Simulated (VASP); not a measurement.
Input of a VASP 6.6.1 run:

Contents of POSCAR:

```
BeTe
1.0
    0.0000000000      2.7700000000      2.7700000000
    2.7700000000      0.0000000000      2.7700000000
    2.7700000000      2.7700000000      0.0000000000
Te Be
1 1
Direct
    0.7500000000      0.7500000000      0.7500000000
    0.0000000000      0.0000000000      0.0000000000
```

The input INCAR.step1:

```
SYSTEM = BeTe
ALGO = Normal ; EDIFF = 1E-5
ENCUT = 520 ; GGA = PE
ISIF = 2 ; ISMEAR = -1
LASPH = .True. ; LCHARG = .False.
LREAL = .False. ; LWAVE = .True.
NELM = 100 ; PREC = Accurate
SIGMA = 0.05
```

Contents of INCAR.step2:

```
SYSTEM = BeTe
AEXX = 0.25 ; ALGO = Normal
EDIFF = 1E-7 ; ENCUT = 520
HFRCUT = -1 ; ISIF = 2
ISMEAR = -1 ; ISTART = 1
LASPH = .True. ; LCHARG = .False.
LHFCALC = .True. ; LMIXTAU = .True.
LREAL = .False. ; LWAVE = .False.
METAGGA = SCAN ; NELM = 100
PREC = Accurate ; PRECFOCK = Fast
SIGMA = 0.05
```

The input KPOINTS:

```
k-points
0
Gamma
  4 4 4
  0 0 0
```

KPOINTS_OPT

```
path GXWKGLUWLK,UX
12
line-mode
reciprocal
 0.0000000000  0.0000000000  0.0000000000  G
 0.5000000000  0.0000000000  0.5000000000  X

 0.5000000000  0.0000000000  0.5000000000  X
 0.5000000000  0.2500000000  0.7500000000  W

 0.5000000000  0.2500000000  0.7500000000  W
 0.3750000000  0.3750000000  0.7500000000  K

 0.3750000000  0.3750000000  0.7500000000  K
 0.0000000000  0.0000000000  0.0000000000  G

 0.0000000000  0.0000000000  0.0000000000  G
 0.5000000000  0.5000000000  0.5000000000  L

 0.5000000000  0.5000000000  0.5000000000  L
 0.6250000000  0.2500000000  0.6250000000  U

 0.6250000000  0.2500000000  0.6250000000  U
 0.5000000000  0.2500000000  0.7500000000  W

 0.5000000000  0.2500000000  0.7500000000  W
 0.5000000000  0.5000000000  0.5000000000  L

 0.5000000000  0.5000000000  0.5000000000  L
 0.3750000000  0.3750000000  0.7500000000  K

 0.6250000000  0.2500000000  0.6250000000  U
 0.5000000000  0.0000000000  0.5000000000  X
```

Potentials or basis: VASP PAW PBE potentials, release 64 (Te, Be).

Command:

```console
$ cat potpaw_PBE.64/Te/POTCAR potpaw_PBE.64/Be/POTCAR > POTCAR
$ cp INCAR.step1 INCAR
$ mpirun -np 1 vasp_std > vasp.out
$ cp INCAR.step2 INCAR
$ mpirun -np 1 vasp_std > vasp.out
```

(1) Estimate the pressure.

(2) Estimate the band gap along the path.

## Answers

(1) 3.3 GPa.

(2) 3.34 eV, indirect (least direct gap 5.34 eV).

Caveat: the k mesh is coarse (spacing up to 0.49 Å⁻¹), so the values aren't converged, least of all with exact exchange; the PAW data sets were made with another functional, which shifts forces and pressure a little; spin-orbit coupling is left out, which moves the levels of the heavy elements.
